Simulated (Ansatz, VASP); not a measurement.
One calculation of ZnCu, two programs

```xyz
2
Lattice="2.9632 0.0000 0.0000 0.0000 2.9632 0.0000 0.0000 0.0000 2.9632" Properties=species:S:1:pos:R:3 pbc="T T T"
Zn    1.4816    1.4816    1.4816
Cu    0.0000    0.0000    0.0000
```

Alike in both runs: functional PBE; k mesh 14 × 14 × 14; occupations gaussian, width 0.1 eV; no spin polarisation.

Ansatz relaxed the structure, and its values are those at the end. VASP's run is a single point on that final structure, the one shown.

|  | VASP | Ansatz |
| --- | --- | --- |
| version | VASP 6.6.1 | Ansatz 0.2.0 |
| potentials or method | VASP PAW PBE potentials, release 64 (Zn, Cu) | scalar-relativistic, plane waves, PAW |
| plane-wave cutoff (eV) | 520 | 420 |
| valence electrons in the cell | 23 | 31 |

VASP gave:

```
gap on the k mesh at the Fermi level (eV) : none
pressure (GPa)                            : 0.5
```

Estimate Ansatz's values.

gap on the k mesh at the Fermi level (eV): none; pressure (GPa): 0.0.

A gap of «none» marks a metal or a gap that the smearing closes. The functional is the same, so the differences come from potentials, cutoffs and numerics. The two sets of potentials don't hold the same shells in valence.
